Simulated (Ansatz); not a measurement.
# NbH2: the cost of one run

Program: Ansatz 0.2.0. Level of theory: DFT LDA, scalar-relativistic. These are calculated values, not measurements.

## (1) Starting point

The structure is cubic, space group Fm-3m (No. 225). The conventional cell has a = 4.563 Å, b = 4.563 Å, c = 4.563 Å, α = 90.00°, β = 90.00°, γ = 90.00°. Nb (site symmetry m-3m) is surrounded by 8 H at 1.98 Å. H (site symmetry -43m) has 4 Nb at 1.98 Å as nearest neighbours.

Coordinates:

```cif
data_structure
_symmetry_space_group_name_H-M 'Fm-3m'
_symmetry_Int_Tables_number 225
_cell_length_a 4.5630
_cell_length_b 4.5630
_cell_length_c 4.5630
_cell_angle_alpha 90.000
_cell_angle_beta 90.000
_cell_angle_gamma 90.000
_cell_volume 95.01
loop_
_atom_site_label
_atom_site_type_symbol
_atom_site_symmetry_multiplicity
_atom_site_Wyckoff_symbol
_atom_site_fract_x
_atom_site_fract_y
_atom_site_fract_z
_atom_site_occupancy
Nb1 Nb 4 a 0.00000 0.00000 0.00000 1
H1 H 8 c 0.25000 0.75000 0.75000 1
```

The file gives the conventional cell by its symmetry; the runs use the cell typed in the input.

Atoms are numbered in the order of the input: Nb1, H2, H3.

## (2) Volume × 0.94, LAPW

File input.yaml:

```yaml
crystal:
  lattice:
    - [0.0, 2.234925707, 2.234925707]
    - [2.234925707, 0.0, 2.234925707]
    - [2.234925707, 2.234925707, 0.0]
  atoms:
    - { symbol: Nb, position: [0.0, 0.0, 0.0] }
    - { symbol: H, position: [0.25, 0.25, 0.25] }
    - { symbol: H, position: [0.75, 0.75, 0.75] }
kpoints:
  mp_grid: { grid: [15, 15, 15] }
  band_path:
    path:
      - [0.0, 0.0, 0.0]
      - [0.5, 0.0, 0.5]
      - [0.625, 0.25, 0.625]
      - [0.375, 0.375, 0.75]
      - [0.0, 0.0, 0.0]
      - [0.5, 0.5, 0.5]
      - [0.5, 0.25, 0.75]
      - [0.5, 0.0, 0.5]
    npoints: 5
scf:
  occupations: { method: fermi_dirac, width: 0.03 }
hamiltonian:
  xc: lda
  pseudopotentials: { kind: all_electron, lapw: { basis_error: 0.001 } }
output:
  forces: true
  stress: true
  eigenvalues: true
```

Launch:

```console
ansatz run input.yaml --threads 1 --pin off --max-ram 4096MiB --backend cpu --events-out ev --progress --plain --runs-dir out
```

What time and memory should one allow on 1 thread of Arm Neoverse V1, shared host?

About 19 s, with a peak of 0.38 GiB.
